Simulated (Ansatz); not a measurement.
Wanted: the native input for an Ansatz 0.2.0 run.

```
Task                : density of states
Functional          : r2SCAN
Dispersion          : D4
Potentials or basis : Ansatz PAW
Cutoff              : 500 eV (not typed: the program's choice for these potentials)
k mesh              : 10 × 10 × 8
Occupations         : gaussian, width 0.05 eV
Spin                : no spin polarisation
Hubbard terms       : Zr d U = 7 eV
Hubbard projectors  : ortho-atomic (the default)
Double counting     : fll (the default)
```

The system is ZrB2.

```
Zr B
1.0
     3.17000    0.00000    0.00000
    -1.58500    2.74530    0.00000
     0.00000    0.00000    3.53300
Zr B
1 2
Direct
  0.00000 0.00000 0.00000
  0.66667 0.33333 0.50000
  0.33333 0.66667 0.50000
```

These files were run (other wordings do the same):

input.yaml

```yaml
crystal:
  lattice:
    - [3.17, 0.0, 0.0]
    - [-1.585, 2.74530053, 0.0]
    - [0.0, 0.0, 3.533]
  atoms:
    - { symbol: Zr, position: [0.0, 0.0, 0.0] }
    - { symbol: B, position: [0.6666666667, 0.3333333333, 0.5] }
    - { symbol: B, position: [0.3333333333, 0.6666666667, 0.5] }
hamiltonian:
  xc: r2scan
  pseudopotentials: { kind: paw }
  dispersion: d4
  hubbard: { sites: [{ species: Zr, l: d, u_eff: 7.0 }] }
kpoints:
  mp_grid: { grid: [10, 10, 8] }
scf:
  occupations: { method: gaussian, width: 0.05 }
  n_extra_bands: 7
output:
  forces: true
  stress: true
  eigenvalues: true
  dos: { projected: false, de: 0.05, nscf_kmesh: { grid: [15, 15, 12] } }
```

Potentials or basis: Ansatz PAW.

Launch:

```bash
$ ansatz run input.yaml --threads 2 --pin off --max-ram 5632MiB --backend cpu --events-out ev --progress --plain --runs-dir out
```

Results of the run:

* Pressure: 5.9 GPa
* Band gap on the k mesh: none (metal or under the smearing width)
* Density of states at the Fermi level: 0.19 states/eV per cell

Caveat: U without spin polarisation on a metal has little footing; pairwise dispersion overbinds metals, which lowers pressure and volume; the PAW data sets come from PBE, with cores solved anew for the run's functional, which leaves a small shift of forces and pressure; the U is typed as a test and isn't derived for this compound.

It took 7.1 s on 2 threads of Intel(R) Xeon(R) Processor @ 2.70GHz (shared host), peak memory 0.46 GiB.
